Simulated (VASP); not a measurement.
# LiCl (P1) in VASP: single point with r2SCAN

Aim: the single point of LiCl with r2SCAN.

Program: VASP 6.6.1. These are calculated values, not measurements. Logs are shortened: lines on timing, memory, paths and dates and some standing lists are left out, and cuts for length are marked.

## 1. The structure

The typed cell holds 8 atoms: a = 3.638 Å, b = 6.296 Å, c = 6.331 Å, α = 109.40°, β = 90.32°, γ = 89.86°.

The cell was built by a generator and needn't be a form met in nature.

## 2. Single point, r2SCAN

POSCAR reads:

```
LiCl
1.0
   -2.5757520800     -0.0089649700      2.5685791100
    2.5635724300     -5.1416704900      2.5743304000
    2.6033042400      5.1634713600      2.5782013200
Li Cl
4 4
Direct
    0.9256890000      0.9737590000      0.0052010000
    0.0309740000      0.4959060000      0.5073530000
    0.4528890000      0.0079650000      0.4605650000
    0.4883610000      0.5425930000      0.0339240000
    0.9830640000      0.2615110000      0.7829070000
    0.9944910000      0.7548750000      0.2507790000
    0.4923820000      0.2946930000      0.2639830000
    0.5669760000      0.7331100000      0.7517160000
```

INCAR.step1 reads:

```
  ALGO = Normal
  EDIFF = 1E-4
  ENCUT = 520
  GGA = PE
  ISMEAR = -1
  LASPH = T
  LCHARG = F
  LREAL = F
  LWAVE = T
  NBANDS = 30
  NELM = 100
  PREC = Accurate
  SIGMA = 0.0182
```

INCAR.step2 reads:

```
  ALGO = Normal
  EDIFF = 1E-6
  ENCUT = 520
  ISIF = 2
  ISMEAR = -1
  ISTART = 1
  LASPH = T
  LCHARG = F
  LMIXTAU = T
  LREAL = F
  LWAVE = F
  METAGGA = R2SCAN
  NBANDS = 30
  NELM = 100
  PREC = Accurate
  SIGMA = 0.0182
```

KPOINTS reads:

```
Automatic mesh
0
Gamma
  5 3 3
  0.5 0.5 0
```

Potentials or basis: VASP PAW PBE potentials, release 64 (Li_sv, Cl).

Started as:

```console
cat potpaw_PBE.64/Li_sv/POTCAR potpaw_PBE.64/Cl/POTCAR > POTCAR
cp INCAR.step1 INCAR
mpirun -np 1 vasp_std > vasp.out
cp INCAR.step2 INCAR
mpirun -np 1 vasp_std > vasp.out
```

OUTCAR:

```text
EDIFF = 1E-6
   ENCUT = 520
   ISIF = 2
   ISMEAR = -1
   ISTART = 1
   LASPH = T
   LREAL = F
   METAGGA = R2SCAN
   NELM = 100
   PREC = Accurate

 ion  position               nearest neighbor table
   1  0.926  0.974  0.005-   8 2.22   6 2.41
   2  0.031  0.496  0.507-   7 2.35   8 2.44   7 2.55   8 2.62
   3  0.453  0.008  0.461-   6 2.38   7 2.51   6 2.61
   4  0.488  0.543  0.034-   6 2.39   6 2.41   7 2.46   8 2.48
   5  0.983  0.262  0.783-
   6  0.994  0.755  0.251-   3 2.38   4 2.39   1 2.41   4 2.41   3 2.61
   7  0.492  0.295  0.264-   2 2.35   4 2.46   3 2.51   2 2.55
   8  0.567  0.733  0.752-   1 2.22   2 2.44   4 2.48   2 2.62

  LATTYP: Found a triclinic cell.
 ALAT       =     8.1624786424
 B/A-ratio  =     1.4786789603
 C/A-ratio  =     0.4456496870
 COS(alpha) =     0.0004273852
 COS(beta)  =     0.4481454344
 COS(gamma) =     0.8086023014

  Lattice vectors:

 A1 = (   7.7426287500,   0.0307658400,   2.5839526100)
 A2 = (   7.7304491000,  -5.1198696200,   7.7268621200)
 A3 = (   2.5757520800,   0.0089649700,  -2.5685791100)

Analysis of symmetry for initial positions (statically):
=====================================================================
 Subroutine PRICEL returns:
 Original cell was already a primitive cell.

 Routine SETGRP: Setting up the symmetry group for a
 triclinic supercell.

 Subroutine GETGRP returns: Found  1 space group operations
 (whereof  1 operations were pure point group operations)
 out of a pool of  2 trial point group operations.

The static configuration has the point symmetry C_1 .

Analysis of symmetry for dynamics (positions and initial velocities):
=====================================================================
 Subroutine PRICEL returns:
 Original cell was already a primitive cell.

 Routine SETGRP: Setting up the symmetry group for a
 triclinic supercell.

 Subroutine GETGRP returns: Found  1 space group operations
 (whereof  1 operations were pure point group operations)
 out of a pool of  2 trial point group operations.

The dynamic configuration has the point symmetry C_1 .

 Subroutine INISYM returns: Found  1 space group operations
 (whereof  1 operations are pure point group operations),
 and found     1 'primitive' translations

----------------------------------------------------------------------------------------

                                     Primitive cell

  volume of cell :     136.7635

  direct lattice vectors                    reciprocal lattice vectors
    -2.575752080 -0.008964970  2.568579110    -0.194121486  0.000675322  0.194659074
     2.563572430 -5.141670490  2.574330400     0.097145025 -0.097449946  0.097076186
     2.603304240  5.163471360  2.578201320     0.096397826  0.096630833  0.097004291

  length of vectors
     3.637606052  6.295701394  6.331330942     0.274910463  0.168396657  0.167451161

  position of ions in fractional coordinates (direct lattice)
     0.925689000  0.973759000  0.005201000
     0.030974000  0.495906000  0.507353000
     0.452889000  0.007965000  0.460565000
     0.488361000  0.542593000  0.033924000
     0.983064000  0.261511000  0.782907000
     0.994491000  0.754875000  0.250779000
     0.492382000  0.294693000  0.263983000
     0.566976000  0.733110000  0.751716000

  ion indices of the primitive-cell ions
   primitive index   ion index
                 1           1
                 2           2
                 3           3
                 4           4
                 5           5
                 6           6
                 7           7
                 8           8

----------------------------------------------------------------------------------------

 KPOINTS: Automatic mesh

Automatic generation of k-mesh.
 Grid dimensions read from file:
 generate k-points for:    5    3    3

 Generating k-lattice:

  Cartesian coordinates                     Fractional coordinates (reciprocal lattice)
    -0.038824297  0.000135064  0.038931815     0.200000000 -0.000000000 -0.000000000
     0.032381675 -0.032483315  0.032358729    -0.000000000  0.333333333 -0.000000000
     0.032132609  0.032210278  0.032334764    -0.000000000 -0.000000000  0.333333333

  Length of vectors
     0.054982093  0.056132219  0.055817054

  Shift w.r.t. Gamma in fractional coordinates (k-lattice)
     0.500000000  0.500000000  0.000000000

 Subroutine IBZKPT returns following result:
 ===========================================

 Found     23 irreducible k-points:

 Following reciprocal coordinates:
            Coordinates               Weight
  0.100000  0.166667 -0.000000      2.000000
  0.300000  0.166667  0.000000      2.000000
  0.500000  0.166667 -0.000000      2.000000
 -0.300000  0.166667 -0.000000      2.000000
 -0.100000  0.166667 -0.000000      2.000000
  0.100000  0.500000 -0.000000      2.000000
[... 15 lines left out ...]
 -0.300000 -0.166667  0.333333      2.000000
 -0.100000 -0.166667  0.333333      2.000000
   k-points           NKPTS =     23   k-points in BZ     NKDIM =     23   number of bands    NBANDS=     30
   number of dos      NEDOS =    301   number of ions     NIONS =      8
   total plane-waves  NPLWV =  64512
   dimension x,y,z NGX =    28 NGY =   48 NGZ =   48
   dimension x,y,z NGXF=    56 NGYF=   96 NGZF=   96
   ions per type =               4   4
   NGX,Y,Z   is equivalent  to a cutoff of  12.80, 12.68, 12.60 a.u.
   NGXF,Y,Z  is equivalent  to a cutoff of  25.59, 25.35, 25.21 a.u.
 SYSTEM =  unknown system
   PREC   = accura    normal or accurate (medium, high low for compatibility)
   ISTART =      1    job   : 0-new  1-cont  2-samecut
   ICHARG =      0    charge: 1-file 2-atom 10-const
   ISPIN  =      1    spin polarized calculation?
   LNONCOLLINEAR =      F non collinear calculations
   LSORBIT =      F    spin-orbit coupling
   LASPH  =      T    aspherical Exc in radial PAW
   ENCUT  =  520.0 eV  38.22 Ry    6.18 a.u.   6.76 11.71 11.77*2*pi/ulx,y,z
   NELM   =    100;   NELMIN=  2; NELMDL=  0     # of ELM steps
   EDIFF  = 0.1E-05   stopping-criterion for ELM
   LREAL  =      F    real-space projection
   EDIFFG = 0.1E-04   stopping-criterion for IOM
   NSW    =      0    number of steps for IOM
   IBRION =     -1    ionic relax: 0-MD 1-quasi-New 2-CG
   NFREE  =      0    steps in history (QN), initial steepest desc. (CG)
   ISIF   =      2    stress and relaxation
   ISYM   =      2    0-nonsym 1-usesym 2-fastsym
   POTIM  = 0.5000    time-step for ionic-motion
   TEBEG  =    0.0;   TEEND  =   0.0 temperature during run
   PSTRESS=    0.0 pullay stress
   NELECT =      40.0000    total number of electrons
   NUPDOWN=      -1.0000    fix difference up-down
   EMIN   =  10.00;   EMAX   =-10.00  energy-range for DOS
   EFERMI =   0.00;   METHOD = LEGACY
   ISMEAR =    -1;   SIGMA  =   0.02  broadening in eV -4-tet -1-fermi 0-gaus
   EFERMI_NEDOS =   21; number of points for ismear=-14 and -15
   IALGO  =     38    algorithm
   IMIX   =      4    mixing-type and parameters
     AMIX     =   0.40;   BMIX     =  1.00
     AMIX_MAG =   1.60;   BMIX_MAG =  1.00
  volume/ion in A,a.u.               =      17.10       115.37
  Fermi-wavevector in a.u.,A,eV,Ry     =   1.086688  2.053542 16.066983  1.180890
  Thomas-Fermi vector in A             =   2.222830
   LORBIT       =      0    0 simple, 1 ext, 2 COOP (PROOUT), +10 PAW based schemes
   METAGGA = R2SCAN    functional components
   LHFCALC =     F    Hartree Fock is set to
   AEXX    =    0.0000 exact exchange contribution
   IVDW    =     0    specifies the selected vdW correction
   LEPSILON=     F    determine dielectric tensor
   LRPA    =     F    only Hartree local field effects (RPA)
 non-spin polarized calculation
  energy-cutoff  :      520.00
  volume of cell :      136.76
 maximum number of plane-waves:      3702
   NGX = 13   NGY = 23   NGZ = 23

 number of electron      40.0000004 magnetization

 Free energy of the ion-electron system (eV)
  ---------------------------------------------------
  ext. energy  EPLUGINS =         0.00000000
  ---------------------------------------------------
  free energy    TOTEN  =       -49.83423049 eV

  energy without entropy =      -49.83423049  energy(sigma->0) =      -49.83423049

 E-fermi :   1.1153     XC(G=0):  -9.0750

 val. band max:        0.5444037855   @ k =  -0.1000  -0.1667   0.3333
 cond. band min:       7.4330481329   @ k =   0.5000   0.5000   0.3333
 fundamental gap:      6.8886443474
 Fermi energy:         1.1153005753

 k-point     1 :       0.1000    0.1667   -0.0000
  band No.  band energies     occupation
      1     -45.1272      2.00000
      2     -44.8296      2.00000
      3     -44.5765      2.00000
      4     -44.5734      2.00000
      5     -14.1860      2.00000
      6     -13.4458      2.00000
[... 22 lines left out ...]
     29      11.0685      0.00000
     30      11.6890      0.00000

 k-point     2 :       0.3000    0.1667    0.0000
  band No.  band energies     occupation
      1     -45.1267      2.00000
      2     -44.8292      2.00000
      3     -44.5759      2.00000
      4     -44.5730      2.00000
      5     -14.0227      2.00000
      6     -13.3653      2.00000
[... 22 lines left out ...]
     29      11.2739      0.00000
     30      11.4303      0.00000

 k-point     3 :       0.5000    0.1667   -0.0000
  band No.  band energies     occupation
      1     -45.1264      2.00000
      2     -44.8289      2.00000
      3     -44.5754      2.00000
      4     -44.5727      2.00000
      5     -13.9075      2.00000
      6     -13.3246      2.00000
[... 22 lines left out ...]
     29      11.1739      0.00000
     30      11.3976      0.00000

 k-point     4 :      -0.3000    0.1667   -0.0000
  band No.  band energies     occupation
      1     -45.1267      2.00000
      2     -44.8292      2.00000
      3     -44.5759      2.00000
      4     -44.5730      2.00000
      5     -14.0222      2.00000
      6     -13.3655      2.00000
[... 22 lines left out ...]
     29      11.4400      0.00000
     30      11.5501      0.00000

 k-point     5 :      -0.1000    0.1667   -0.0000
  band No.  band energies     occupation
      1     -45.1272      2.00000
      2     -44.8296      2.00000
      3     -44.5765      2.00000
      4     -44.5734      2.00000
      5     -14.1857      2.00000
      6     -13.4460      2.00000
[... 22 lines left out ...]
     29      10.9759      0.00000
     30      11.8290      0.00000
[... 493 lines left out ...]
     29      11.2765      0.00000
     30      11.6075      0.00000

 k-point    21 :       0.5000   -0.1667    0.3333
  band No.  band energies     occupation
      1     -45.1264      2.00000
      2     -44.8290      2.00000
      3     -44.5755      2.00000
      4     -44.5728      2.00000
      5     -13.9040      2.00000
      6     -13.3275      2.00000
[... 22 lines left out ...]
     29      11.1492      0.00000
     30      11.5234      0.00000

 k-point    22 :      -0.3000   -0.1667    0.3333
  band No.  band energies     occupation
      1     -45.1267      2.00000
      2     -44.8292      2.00000
      3     -44.5758      2.00000
      4     -44.5731      2.00000
      5     -14.0062      2.00000
      6     -13.3714      2.00000
[... 22 lines left out ...]
     29      11.4704      0.00000
     30      11.6564      0.00000

 k-point    23 :      -0.1000   -0.1667    0.3333
  band No.  band energies     occupation
      1     -45.1271      2.00000
      2     -44.8296      2.00000
      3     -44.5764      2.00000
      4     -44.5735      2.00000
      5     -14.1526      2.00000
      6     -13.4542      2.00000
[... 22 lines left out ...]
     29      11.3869      0.00000
     30      11.4632      0.00000

------------------------ aborting loop because EDIFF is reached ----------------------------------------

  FORCE on cell =-STRESS in cart. coord.  units (eV):
  Direction    XX          YY          ZZ          XY          YZ          ZX
  --------------------------------------------------------------------------------------
  -------------------------------------------------------------------------------------
  Total        0.0606186     -0.3791042      0.9342284     -0.2659787      0.1049183      0.0833011
  in kB        0.7101436     -4.4411844     10.9444336     -3.1159253      1.2291120      0.9758676
  external PRESSURE =       2.4044643 kB  Pullay stress =       0.0000000 kB

 VOLUME and BASIS-vectors are now :
 -----------------------------------------------------------------------------
  energy-cutoff  :      520.00
  volume of cell :      136.76
      direct lattice vectors                 reciprocal lattice vectors
    -2.575752080 -0.008964970  2.568579110    -0.194121486  0.000675322  0.194659074
     2.563572430 -5.141670490  2.574330400     0.097145025 -0.097449946  0.097076186
     2.603304240  5.163471360  2.578201320     0.096397826  0.096630833  0.097004291

 POSITION                                       TOTAL-FORCE (eV/Angst)
 -----------------------------------------------------------------------------------
      0.12550     -4.98819      4.89789         0.010595     -0.599844      0.462709
      2.51230      0.06964      2.66424         0.215883      0.231161      0.023339
      0.05288      2.33310      2.37122         0.355554      0.224365      0.532986
      0.22139     -2.61905      2.73867        -0.549862      0.063541     -0.497386
      0.17642      2.68910      5.21679        -0.472854     -0.136911     -0.222592
      0.02647     -2.59534      5.14429         0.397790     -0.214087      0.361281
      0.17444     -0.15656      2.70396        -0.426734      0.656952     -0.243184
      2.37594      0.10697      5.28167         0.469629     -0.225177     -0.417152
 -----------------------------------------------------------------------------------
    total drift:                               -0.057474      0.041666     -0.028640

  FREE ENERGIE OF THE ION-ELECTRON SYSTEM (eV)
  ---------------------------------------------------
  free  energy   TOTEN  =       -49.8342304926 eV

  energy  without entropy=      -49.8342304926  energy(sigma->0) =      -49.83423049
```

Run time: 5.5 min. Hardware: 1 thread of Intel Xeon Platinum 8488C (Sapphire Rapids), shared host; peak memory 0.28 GiB.

Results:

* Free energy: -49.8342 eV
* Largest force: 0.820 eV/Å
* Band gap on the k mesh: 6.89 eV, indirect (least direct gap 6.93 eV)

Forces in eV/Å, atoms in the order of the input:
```
Li   0.011 -0.600  0.463
Li   0.216  0.231  0.023
Li   0.356  0.224  0.533
Li  -0.550  0.064 -0.497
Cl  -0.473 -0.137 -0.223
Cl   0.398 -0.214  0.361
Cl  -0.427  0.657 -0.243
Cl   0.470 -0.225 -0.417
```

Caveat: the cutoff is under 1.25 times the usual one of these potentials, so pressure, stress and relaxed cells hold a basis-set (Pulay) error; the PAW data sets were made with another functional, which shifts forces and pressure a little. A k mesh can miss the band edges.
